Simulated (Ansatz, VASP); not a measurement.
# Two plane-wave programs on Be

```xyz
3
Lattice="-2.0010 2.0010 2.0010 2.0010 -2.0010 2.0010 2.0010 2.0010 -2.0010" Properties=species:S:1:pos:R:3 pbc="T T T"
Be    0.0000    0.0000    2.0010
Be    2.0010    0.0000    0.0000
Be    0.0000    2.0010    0.0000
```

Alike in both runs: functional PBE; k mesh 16 × 16 × 16; occupations gaussian, width 0.1 eV; no spin polarisation.

Ansatz relaxed the structure, and its values are those at the end. VASP's run is a single point on that final structure, the one shown.

```csv
,VASP,Ansatz
version,VASP 6.6.1,Ansatz 0.2.0
potentials or method,"VASP PAW PBE potentials, release 64 (Be)","scalar-relativistic, plane waves, PAW"
plane-wave cutoff (eV),520,420
valence electrons in the cell,6,6
```

VASP gave:

```
gap on the k mesh at the Fermi level (eV) : none
pressure (GPa)                            : 0.1
```

Problem. What did Ansatz give for the same quantities?

Solution. gap on the k mesh at the Fermi level (eV): none; pressure (GPa): 0.0.

A gap of «none» marks a metal or a gap that the smearing closes.
